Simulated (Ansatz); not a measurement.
What a trial cell of In3P2 relaxes into

Computed with Ansatz 0.2.0, DFT PBE, scalar-relativistic, plane waves, PAW. Cutoff 420 eV, Γ-centred k mesh, Gaussian smearing, no spin polarisation in the final step.

The start is a random cell of In3P2 without symmetry, drawn with lower limits on the distances.

```
CELL_PARAMETERS angstrom
5.31638 0.00000 0.00000
0.10385 4.85413 0.00000
1.03938 3.02917 5.35077
ATOMIC_POSITIONS crystal
In 0.02460 0.37647 0.74198
In 0.66116 0.19743 0.22245
In 0.24986 0.89919 0.32544
P 0.36171 0.30400 0.11182
P 0.61126 0.90010 0.66259
```

Cell and atoms relax at zero pressure; the relaxation can't lower the symmetry of the start. After a coarse first stage the cell is made exact in the group found at 0.06 Å.

The zero of energy is the elements' standard structures at the same level; no fitted shifts are applied.

(1) What does it relax into?

(2) What are its volume, energy, density and gap?

Answers

(1) It ends in Cm (No. 8). Conventional cell: a = 12.334 Å, b = 3.937 Å, c = 5.442 Å, β = 100.9°. In on Wyckoff site a (1 atom of the primitive cell) has 4 P at 2.78–2.90 Å and 2 In at 3.22 Å; In on Wyckoff site a (1 atom of the primitive cell) is coordinated by 4 P at 2.68–2.89 Å (next In at 3.22 Å); In on Wyckoff site a (1 atom of the primitive cell) has 4 P at 2.72–2.80 Å; around P on Wyckoff site a (1 atom of the primitive cell) lie 3 In at 2.68–2.72 Å and 3 In at 2.89–2.90 Å; P on Wyckoff site a (1 atom of the primitive cell) is coordinated by 6 In at 2.77–2.80 Å.

```xyz
5
Lattice="6.1670 -1.9685 0.0000 6.1670 1.9685 0.0000 -1.0250 0.0000 5.3445" Properties=species:S:1:pos:R:3 pbc="T T T"
In    0.3541    0.0000    0.5586
In    4.1489    0.0000    1.5061
In    8.5472    0.0000    3.8662
P     4.2337    0.0000    4.1810
P     8.4222    0.0000    1.0657
```

(2) The volume per atom is 25.95 Å³. The density is 5.20 g/cm³, the energy over the elements is 0.08 eV/atom and the gap on the 10×10×8 mesh is 0 eV (a metal).

The final run used a 10×10×8 mesh on its 5-atom cell and 0.10 eV smearing. The k mesh leaves about 4 meV/atom of noise in metals. Symmetry constrained the relaxation, so the result can be a saddle point. The steps took about 30 core-minutes in all.